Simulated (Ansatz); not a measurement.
# AlAs: the change of pressure with volume scale

Periodic Kohn-Sham DFT of a crystal at fixed atoms, scaled to volume_scale times the given cell; pressure positive in compression, energy less spherical unpolarised free atoms, largest_vzz the field gradient of largest size among the nuclei. The results are calculated, by Ansatz 0.2.0.

The cell before it is scaled or strained (space group F-43m, No. 216):
```
cell vectors (Å)
   0.0000     2.8304     2.8304
   2.8304     0.0000     2.8304
   2.8304     2.8304     0.0000
atoms (fractions of the cell vectors)
Al  0.00000  0.00000  0.00000
As  0.75000  0.75000  0.75000
```

Settings of every row: method frozen-core PAW; functional PBEsol; relativity scalar; k mesh 10x10x10; filling fermi-dirac; smearing width 0.05 eV; wave cutoff 420 eV; paw set soft_2.

Atom start moment: 0 on all atoms.

Limits: PAW files made with PBE.

| row | volume scale | V (Å³/atom) | pressure (GPa) |
| --- | --- | --- | --- |
| 1 | 0.94 | 21.314 | 5.787 |
| 2 | 0.9405 | 21.326 | 5.736 |
| 3 | 0.96 | 21.768 | ? |
| 4 | 0.99 | 22.448 | 1.304 |
| 5 | 1 | 22.675 | 0.54 |
| 6 | 1.01 | 22.902 | -0.186 |
| 7 | 1.02 | 23.128 | -0.875 |
| 8 | 1.04 | 23.582 | -2.149 |
| 9 | 1.06 | 24.035 | -3.296 |

Question: what pressure should row 3 give?

Worked fit of pressure. Take u = (V_r/V)^(2/3) − 1 with V_r = 22.788 Å³ an atom, which is twice the finite (Eulerian) strain; such expansions in the strain, on which the Birch-Murnaghan equation of state is built, carry the rest volume and the bulk modulus. The shown rows have u = 0.04559, 0.0452, 0.01007, 0.00332, -0.00332, -0.00982, -0.02257, -0.03489. Least squares give pressure = 0.1729 + 109.417 × u + 293.06 × u² + 189 × u³ GPa; a parabola predicts inner rows, each left out in turn, worse (root mean square 0.003 against 0.0018 GPa). The rows lie off it by -0.001, 0.001, -0.001, 0.001, 0.001, -0.002, 0.001, 0.000. The pressure vanishes at u = -0.0016, or V = 22.84 Å³ an atom, and there the bulk modulus at fixed shape and fractions is B = −V dP/dV = (2/3)(1 + u) dP/du = 72.2 GPa. The withheld row has u = 0.031, so the fit gives 0.1729 + 109.417 × (0.031) + 293.06 × (0.031)² + 189 × (0.031)³ = 3.852 GPa.

The calculation gave 3.853 GPa. The fit lies 0.001 GPa (0.011 % of the column's range) below it, one unit of the last digit.
